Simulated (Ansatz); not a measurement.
A run of Ansatz 0.2.0 is set up as follows.

File input.yaml:

```yaml
crystal:
  lattice:
    - [0.0, 3.18, 3.18]
    - [3.18, 0.0, 3.18]
    - [3.18, 3.18, 0.0]
  atoms:
    - { symbol: Hg, position: [0.0, 0.0, 0.0] }
    - { symbol: Te, position: [0.5, 0.5, 0.5] }
hamiltonian:
  xc: revpbe
  pseudopotentials: { kind: paw }
kpoints:
  mp_grid: { grid: [7, 7, 7] }
scf:
  occupations: { method: fermi_dirac, width: 0.05 }
output:
  forces: true
  stress: true
  eigenvalues: true
relax:
  f_tol: 0.01
  max_steps: 40
  cell: { stress_tol: 0.05 }
```

Potentials or basis: Ansatz PAW.

Launch:

```console
$ ansatz run input.yaml --threads 2 --pin off --max-ram 5632MiB --backend cpu --events-out ev --progress --plain --runs-dir out
```

Problem. Estimate the relaxed cell.

Solution. a = 4.384 Å, b = 4.384 Å, c = 4.384 Å, α = 60.00°, β = 60.00°, γ = 60.00°.

Problem. What does it give for the relaxed volume?

Solution. 29.80 Å³/atom.

Problem. Predict the space group after relaxing (to 0.05 Å).

Solution. Fm-3m (No. 225).

The path:
| step | energy change (eV) | largest force (eV/Å) | volume (Å³) |
| --- | --- | --- | --- |
| 1 | 0.0000 | 0.0000 | 64.31 |
| 2 | -0.0408 | 0.0000 | 59.70 |
| 3 | -0.0408 | 0.0000 | 59.60 |
| 4 | -0.0399 | 0.0000 | 59.60 |

Caveat: the plane-wave basis is chosen anew once the cell has moved, so the energies of steps on either side of that aren't comparable; the PAW data sets come from PBE, with cores solved anew for the run's functional, which leaves a small shift of forces and pressure. The run has no spin-orbit coupling, so splittings on Hg, Te are missing.
